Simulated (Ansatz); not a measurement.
**Charge transition levels of the C vacancy in SiC, term by term**

Level of theory: DFT PBE, scalar-relativistic, plane waves, PAW in Ansatz 0.2.0. (420 eV cutoff, 2×2×2 k-mesh, Gaussian smearing of 0.01 eV, collinear spin in charge +1 alone)

Host crystal, relaxed:

```
Si C
1.0
     3.09194    0.00000    0.00000
    -1.54597    2.67770    0.00000
     0.00000    0.00000    5.07429
Si C
2 2
Direct
  0.33333 0.66667 0.49958
  0.66667 0.33333 0.99958
  0.33333 0.66667 0.87542
  0.66667 0.33333 0.37542
```

The C vacancy was set at (0.333, 0.667, 0.875) of the host cell, in a supercell of 16 sites (168 Å³), relaxed at fixed cell in each charge q. The host's Kohn–Sham gap is 2.31 eV and its static dielectric constant 10.6 (mean). For each charge: the supercell's free energy over the neutral one with q electrons exchanged at the valence band top, F(q) − F(0) + qE_v; the image-charge term; and the term that aligns the potential far from the defect with the host's.

```tsv
q	F(q) − F(0) + qE_v (eV)	image charge (eV)	alignment (eV)
+2	-0.684	1.395	-1.505
+1	-0.636	0.349	-0.732
0	0.000	0.000	0.000
```

Q: Add the terms and find the levels between neighbouring charges, ε(q/q′) = [A(q′) − A(q)]/(q − q′), with and without the two corrections.

A: A(q): -0.794 eV for +2, -1.019 eV for +1, 0.000 eV for 0.
```
  level corrected (eV over E_v) uncorrected (eV)
(+2/+1)                    -0.22              0.05
 (+1/0)                     1.02              0.64
```

As a check, a point charge in a simple cubic cell of this volume has q²αe²/(2εL) = 0.349 q² eV (e² = 14.40 eV Å, α = 2.837, L = 5.52 Å); the shape of the real cell and the anisotropy of ε can change it somewhat. The term grows as q², so it pushes donor levels down and acceptor levels up. The program doubts the alignment for q = +2, +1, so levels beside it are uncertain by about that term.

Q: Which of these charges is lowest with the Fermi level at the valence band top, at mid-gap and at the conduction band bottom?

A: The line A(q) + qE_F that lies lowest gives the charge: +1 at E_F = 0.00 eV, 0 at E_F = 1.15 eV, 0 at E_F = 2.31 eV. (+2/+1) falls outside this Kohn–Sham gap, so the change of charge isn't reached within it; the real gap is usually wider and may hold a localised level, while a level that comes from a carrier in the host's bands only marks the band edge and moves with it. In charge +1, 0 the cell has partly filled levels, from a carrier spread over the host's bands, a defect level that the small cell broadens into a band, or a degenerate defect level that the symmetric start can't split, so the levels beside it are doubtful. Charges beyond those computed could lie lower near the band edges.

Q: The neutral defect forms at 3.41 eV with atoms taken from and returned to the elements. What are the formation energies at those three Fermi levels, and what share of sites would hold the defect at 1200 K with E_F at mid-gap, if the host still stood at that temperature?

A: E_f = E_f(0) + A(q) + qE_F = 2.39, 3.41, 3.41 eV. In the dilute limit the share is exp(−E_f/k_BT) = exp(−3.411/0.1034) = 4.7×10⁻¹⁵, leaving out degeneracy and vibrational entropy. This is the C-rich limit; a poorer supply of C lowers E_f, in a binary host by up to its heat of formation per C atom. The small cell and the narrow Kohn–Sham gap leave errors of tenths of an eV or more, which change the share by orders of magnitude.

Cost: 4 runs of about 0.43 core-minutes in all, on Intel Xeon Gold 6455B (Sapphire Rapids) (shared hosts).